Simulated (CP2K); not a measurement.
# GaP (F-43m) in CP2K: further runs

One crystal, GaP, is run at these levels: PBE, LDA, revPBE, PW91, AM05; tasks: atomic charges.

Program: CP2K 2026.2. These are calculated values, not measurements. Logs are shortened: lines on timing, memory, paths and dates and some standing lists are left out, and cuts for length are marked.

**Experimental background.**

“Stacking defects in GaP nanowires: Electronic structure and optical properties”, 2018, arxiv:1810.01194 quotes, for a bulk crystal of GaP at 10 K: band gap 2.34 eV (indirect).

The results are compared with them further down.

**1. The crystal as given**

The structure is cubic, space group F-43m (No. 216). The conventional cell has a = 5.451 Å, b = 5.451 Å, c = 5.451 Å, α = 90.00°, β = 90.00°, γ = 90.00°. Ga (site symmetry -43m) is surrounded by 4 P at 2.36 Å. Around P (site symmetry -43m) lie 4 Ga at 2.36 Å.

**2. Atomic charges, PBE**

File gap_charges.inp:

```
&GLOBAL
  PROJECT gap_charges
  RUN_TYPE ENERGY_FORCE
  PRINT_LEVEL LOW
&END GLOBAL
&FORCE_EVAL
  METHOD QS
  STRESS_TENSOR ANALYTICAL
  &DFT
    BASIS_SET_FILE_NAME BASIS_MOLOPT_UZH
    POTENTIAL_FILE_NAME POTENTIAL_UZH
    &MGRID
      CUTOFF 675
      REL_CUTOFF 60
      NGRIDS 4
    &END MGRID
    &QS
      METHOD GPW
      EPS_DEFAULT 1.0E-9
    &END QS
    &KPOINTS
      SCHEME MONKHORST-PACK 8 8 8
      GAMMA_CENTERED T
      SYMMETRY T
      SYMMETRY_BACKEND SPGLIB
    &END KPOINTS
    &SCF
      SCF_GUESS ATOMIC
      EPS_SCF 1.0E-6
      MAX_SCF 100
      ADDED_MOS 10
      CHOLESKY OFF
      EPS_EIGVAL 1.0E-7
      &DIAGONALIZATION ON
        ALGORITHM STANDARD
      &END DIAGONALIZATION
      &MIXING ON
        METHOD BROYDEN_MIXING
        ALPHA 0.4
        BETA 1.5
        NBUFFER 8
      &END MIXING
      &SMEAR ON
        METHOD FERMI_DIRAC
        ELECTRONIC_TEMPERATURE 580.23
      &END SMEAR
    &END SCF
    &XC
      &XC_FUNCTIONAL
        &GGA_X_PBE
        &END GGA_X_PBE
        &GGA_C_PBE
        &END GGA_C_PBE
      &END XC_FUNCTIONAL
    &END XC
    &PRINT
      &KPOINTS ON
      &END KPOINTS
      &MULLIKEN ON
      &END MULLIKEN
      &MO ON
        ENERGIES T
        OCCUPATION_NUMBERS T
        &EACH
          QS_SCF 0
        &END EACH
        ADD_LAST NUMERIC
      &END MO
      &LOWDIN ON
      &END LOWDIN
      &HIRSHFELD ON
        SHAPE_FUNCTION GAUSSIAN
      &END HIRSHFELD
      &VORONOI ON
        VORONOI_RADII UNITY
      &END VORONOI
    &END PRINT
  &END DFT
  &SUBSYS
    &CELL
      ABC 3.8540855109 3.8540855109 3.8540855108
      ALPHA_BETA_GAMMA 60.0000000001 60.0000000003 60.0000000007
      PERIODIC XYZ
    &END CELL
    &COORD
      Ga  0.0000000000 0.0000000000 0.0000000000
      P   5.7811282663 3.3377359608 2.3601357316
    &END COORD
    &KIND Ga
      BASIS_SET TZVP-MOLOPT-PBE-GTH-q13
      POTENTIAL GTH-PBE-q13
    &END KIND
    &KIND P
      BASIS_SET TZVP-MOLOPT-PBE-GTH-q5
      POTENTIAL GTH-PBE-q5
    &END KIND
    &PRINT
      &ATOMIC_COORDINATES ON
      &END ATOMIC_COORDINATES
      &CELL ON
      &END CELL
      &SYMMETRY ON
      &END SYMMETRY
    &END PRINT
  &END SUBSYS
  &PRINT
    &FORCES ON
    &END FORCES
    &STRESS_TENSOR ON
    &END STRESS_TENSOR
  &END PRINT
&END FORCE_EVAL
```

Potentials or basis: POTENTIAL_UZH Ga GTH-PBE-q13, P GTH-PBE-q5; TZVP-MOLOPT-PBE-GTH basis.

The run is started by

```console
$ OMP_NUM_THREADS=1 cp2k.psmp -i gap_charges.inp -o gap_charges.out
```

gap_charges.out:

```text

 CP2K| version string:                                       CP2K version 2026.2
 CP2K| Input file name                                           gap_charges.inp

 GLOBAL| Force Environment number                                              1
 GLOBAL| Basis set file name                                    BASIS_MOLOPT_UZH
 GLOBAL| Potential file name                                       POTENTIAL_UZH
 GLOBAL| MM Potential file name                                     MM_POTENTIAL
 GLOBAL| Coordinate file name                                      __STD_INPUT__
 GLOBAL| Method name                                                        CP2K
 GLOBAL| Project name                                                gap_charges
 GLOBAL| Run type                                                   ENERGY_FORCE
 GLOBAL| FFT library                                                       FFTW3
[... 8 lines left out ...]
 GLOBAL| CPU model name                                                  UNKNOWN

 CELL| Volume [angstrom^3]:                                            40.480796
 CELL| Vector a [angstrom]:       3.854     0.000     0.000   |a| =     3.854086
 CELL| Vector b [angstrom]:       1.927     3.338     0.000   |b| =     3.854086
 CELL| Vector c [angstrom]:       1.927     1.113     3.147   |c| =     3.854086
 CELL| Angle (b,c), alpha [degree]:                                    60.000000
 CELL| Angle (a,c), beta  [degree]:                                    60.000000
 CELL| Angle (a,b), gamma [degree]:                                    60.000000
 CELL| Numerically orthorhombic:                                              NO
 CELL| Periodicity                                                           XYZ

 CELL_REF| Volume [angstrom^3]:                                        40.480796
 CELL_REF| Vector a [angstrom     3.854     0.000     0.000   |a| =     3.854086
 CELL_REF| Vector b [angstrom     1.927     3.338     0.000   |b| =     3.854086
 CELL_REF| Vector c [angstrom     1.927     1.113     3.147   |c| =     3.854086
 CELL_REF| Angle (b,c), alpha [degree]:                                60.000000
 CELL_REF| Angle (a,c), beta  [degree]:                                60.000000
 CELL_REF| Angle (a,b), gamma [degree]:                                60.000000
 CELL_REF| Numerically orthorhombic:                                          NO
 CELL_REF| Periodicity                                                       XYZ
[... 9 lines left out ...]
 TOTAL NUMBERS AND MAXIMUM NUMBERS

  Total number of            - Atomic kinds:                                   2
                             - Atoms:                                          2
                             - Shell sets:                                     2
                             - Shells:                                        17
                             - Primitive Cartesian functions:                 10
                             - Cartesian basis functions:                     58
                             - Spherical basis functions:                     51

  Maximum angular momentum of- Orbital basis functions:                        3
                             - Local part of the GTH pseudopotential:          0
                             - Non-local part of the GTH pseudopotential:      4

 MODULE QUICKSTEP: ATOMIC COORDINATES IN ANGSTROM

   Atom Kind Element         X             Y             Z       Z(eff)     Mass
      1    1 Ga   31      0.000000      0.000000      0.000000  13.0000  69.7230
      2    2 P    15      5.781128      3.337736      2.360136   5.0000  30.9738

 Crystal Symmetry Information
       International Symbol:                                               F-43m
       Point Group Symbol:                                                  -43m
       Schoenflies Symbol:                                                  Td^2
       Number of Symmetry Operations:                                         24

 SCF PARAMETERS         Density guess:                                    ATOMIC
[... 9 lines left out ...]
                        --------------------------------------------------------
                        level_shift [a.u.]:                             0.000000
                        added MOs                                        10    0
                        --------------------------------------------------------
                        Mixing method:                            BROYDEN_MIXING
                                                charge density mixing in g-space
                        --------------------------------------------------------
                        Smear method:                                FERMI_DIRAC
                        Electronic temperature [K]:                        580.2
                        Electronic temperature [a.u.]:                  1.84E-03
                        Accuracy threshold:                             1.00E-10
[... 17 lines left out ...]
 BRILLOUIN|     2           0.04688       -0.37500       -0.37500       -0.25000
 BRILLOUIN|     3           0.04688       -0.37500       -0.37500       -0.12500
 BRILLOUIN|     4           0.01172       -0.37500       -0.37500        0.00000
 BRILLOUIN|     5           0.04688       -0.37500       -0.37500        0.12500
 BRILLOUIN|     6           0.02344       -0.37500       -0.37500        0.25000
[... 21 lines left out ...]
 BRILLOUIN|    28           0.00781        0.00000        0.00000        0.50000
 BRILLOUIN|    29           0.00586        0.00000        0.50000        0.50000
 *******************************************************************************

 Extrapolation method: initial_guess

 Number of electrons:                                                         18
 Number of occupied orbitals:                                                  9
 Number of molecular orbitals:                                                19

 Number of orbital functions:                                                 51
 Number of independent orbital functions:                                     51

 SCF WAVEFUNCTION OPTIMIZATION

  Step     Update method      Time    Convergence         Total energy    Change
  ------------------------------------------------------------------------------
     1 NoMix/Diag. 0.40E+00    3.3     1.09055242       -81.3350102983 -8.13E+01
     2 Broy./Diag. 0.40E+00    3.2     0.03919441       -81.1508311884  1.84E-01
     3 Broy./Diag. 0.40E+00    3.2     0.08778402       -81.1328024090  1.80E-02
     4 Broy./Diag. 0.40E+00    3.2     0.00926152       -81.1856222114 -5.28E-02
     5 Broy./Diag. 0.40E+00    3.2     0.00424834       -81.2079351839 -2.23E-02
     6 Broy./Diag. 0.40E+00    3.1     0.00235454       -81.2097236383 -1.79E-03
     7 Broy./Diag. 0.40E+00    3.1     0.00130412       -81.2111715090 -1.45E-03
     8 Broy./Diag. 0.40E+00    3.1     0.00029279       -81.2154570767 -4.29E-03
     9 Broy./Diag. 0.40E+00    3.1     0.00012510       -81.2167846669 -1.33E-03
    10 Broy./Diag. 0.40E+00    3.1     0.00001710       -81.2168147891 -3.01E-05
    11 Broy./Diag. 0.40E+00    3.1     0.00005866       -81.2167539655  6.08E-05
    12 Broy./Diag. 0.40E+00    3.1     0.00000353       -81.2167317485  2.22E-05
    13 Broy./Diag. 0.40E+00    3.1     0.00000171       -81.2167220603  9.69E-06
    14 Broy./Diag. 0.40E+00    3.1     0.00000059       -81.2167210747  9.86E-07

  *** SCF run converged in    14 steps ***

  Electronic density on regular grids:        -17.9999996239        0.0000003761
  Core density on regular grids:               17.9999999838       -0.0000000162
  Total charge density on r-space grids:        0.0000003599
  Total charge density g-space grids:           0.0000003599

  Overlap energy of the core charge distribution:               0.00000000046017
  Self energy of the core charge distribution:               -113.68991028286949
  Core Hamiltonian energy:                                     32.80053012966971
  Hartree energy:                                              11.58001980132693
  Exchange-correlation energy:                                -11.90736072320392
  Electronic entropic energy:                                  -0.00000000009720
  Fermi energy:                                                 0.20005813374243

  Total energy:                                               -81.21672107471380
  Total energy (extrapolated to T->0):                        -81.21672107466520

 MO| EIGENVALUES AND OCCUPATION NUMBERS FOR K POINT 1
 MO|
 MO|  Index      Eigenvalue [a.u.]        Eigenvalue [eV]             Occupation
 MO|      1              -0.369168             -10.045569               2.000000
 MO|      2              -0.365831              -9.954773               2.000000
 MO|      3              -0.365831              -9.954773               2.000000
 MO|      4              -0.362729              -9.870352               2.000000
 MO|      5              -0.362729              -9.870352               2.000000
 MO|      6              -0.231769              -6.306745               2.000000
[... 347 lines left out ...]
 MO|     18               0.792342              21.560714               0.000000
 MO|     19               0.847650              23.065729               0.000000
 MO| Sum:                                                              18.000000
 MO| E(Fermi):            0.200058 a.u.          5.443859 eV
 MO| Band gap:            0.192013 a.u.          5.224952 eV

 [... the levels of further k-points ...]

 !-----------------------------------------------------------------------------!
                     Mulliken Population Analysis

 #  Atom  Element  Kind  Atomic population                           Net charge
       1     Ga       1         12.612715                              0.387285
       2     P        2          5.387285                             -0.387285
 # Total charge                             18.000000                  0.000000

 !-----------------------------------------------------------------------------!

 !-----------------------------------------------------------------------------!
                           Hirshfeld Charges

  #Atom  Element  Kind  Ref Charge     Population                    Net charge
      1       Ga     1      13.000         14.285                        -1.285
      2       P      2       5.000          3.715                         1.285

  Total Charge                                                            0.000
 !-----------------------------------------------------------------------------!

 VORONOI| Collecting electron density from MPI ranks and sending to library...
 VORONOI| Voronoi integration finished.

 LOWDIN POPULATION ANALYSIS

 #  Atom  Element  Kind  Atomic population                           Net charge
       1     Ga       1         13.823381                             -0.823381
       2     P        2          4.176619                              0.823381
 # Total charge                             18.000000                 -0.000000

 ENERGY| Total FORCE_EVAL ( QS ) energy [hartree]            -81.216720562638301

 FORCES| Atomic forces [hartree/bohr]
 FORCES|   Atom     x               y               z               |f|
 FORCES|      1  5.83121126E-08 -1.19890963E-08 -3.20250406E-08   6.75991430E-08
 FORCES|      2 -6.17591791E-08  9.99873340E-09  3.06181698E-08   6.96537378E-08
 FORCES| Sum    -3.44706652E-09 -1.99036292E-09 -1.40687081E-09
 FORCES| Total atomic force                                       4.22174106E-09

 STRESS| Analytical stress tensor [bar]
 STRESS|                        x                   y                   z
 STRESS|      x        2.98847183643E+04   2.72571002953E+00   1.94691466914E+00
 STRESS|      y        2.72571002953E+00   2.98818581432E+04   1.08248189152E+00
 STRESS|      z        1.94691466914E+00   1.08248189152E+00   2.98817365383E+04
 STRESS| 1/3 Trace                                             2.98827710153E+04
 STRESS| Determinant                                           2.66847165119E+13

 STRESS| Eigenvectors and eigenvalues of the analytical stress tensor [bar]
 STRESS|                        1                   2                   3
 STRESS| Eigenvalues   2.98802011853E+04   2.98808486663E+04   2.98872631943E+04
 STRESS|      x          -0.547821048129     -0.257542975606      0.795967156950
 STRESS|      y           0.829338535164     -0.292228415490      0.476235390613
 STRESS|      z           0.109953141470      0.921018006825      0.373679190997
```

Wall time 52 s (1 thread of Arm Neoverse V1, shared host); peak memory 0.37 GiB.

Results:

| Property | Result |
| --- | --- |
| Free energy | -2210.0194 eV |
| Pressure | 3.0 GPa |
| Band gap on the k mesh | 1.66 eV, indirect (least direct gap 1.78 eV) |
| Mulliken charges | Ga +0.39; P -0.39 e |
| Hirshfeld charges | Ga -1.28; P +1.28 e |
| Voronoi charges | Ga +0.22; P -0.22 e |

Caveat: Hirshfeld charges from Gaussian shapes aren't those from atomic densities; Mulliken charges move with the basis; the basis of atomic orbitals isn't converged, which shifts pressures, moduli and gaps.

**3. Atomic charges, LDA**

Changes to gap_charges.inp since step 2:

```diff
@@ -49,6 +49,6 @@
       &XC_FUNCTIONAL
-        &GGA_X_PBE
-        &END GGA_X_PBE
-        &GGA_C_PBE
-        &END GGA_C_PBE
+        &LDA_X
+        &END LDA_X
+        &LDA_C_PW
+        &END LDA_C_PW
       &END XC_FUNCTIONAL
```

Potentials or basis: POTENTIAL_UZH Ga GTH-PBE-q13, P GTH-PBE-q5; TZVP-MOLOPT-PBE-GTH basis.

The run is started by

```console
$ OMP_NUM_THREADS=1 cp2k.psmp -i gap_charges.inp -o gap_charges.out
```

It took 52 s on 1 thread of Arm Neoverse V1, shared host; peak memory 0.36 GiB.

It converged, with:

```
Free energy            : -2203.0816 eV
Pressure               : -1.0 GPa
Band gap on the k mesh : 1.45 eV, indirect (least direct gap 1.57 eV)
Mulliken charges       : Ga +0.26; P -0.26 e
Hirshfeld charges      : Ga -1.33; P +1.33 e
Voronoi charges        : Ga +0.16; P -0.16 e
```

Levels at points of the mesh, in eV from the valence-band top:
| k point | band 7 | band 8 | band 9 | band 10 | band 11 | band 12 |
| --- | --- | --- | --- | --- | --- | --- |
| (0.00, 0.00, 0.00) | 0.00 | 0.00 | 0.00 | 1.57 | 3.73 | 3.73 |
| (0.00, 0.00, 0.50) | -6.82 | -1.17 | -1.17 | 1.45 | 4.62 | 4.62 |
| (0.00, 0.50, 0.50) | -6.97 | -2.77 | -2.77 | 1.48 | 1.63 | 10.52 |

Caveat: Hirshfeld charges from Gaussian shapes aren't those from atomic densities; Mulliken charges move with the basis; the potentials were made for another functional, which shifts forces and pressure; the basis of atomic orbitals isn't converged, which shifts pressures, moduli and gaps.

[end of part 1 of 2]
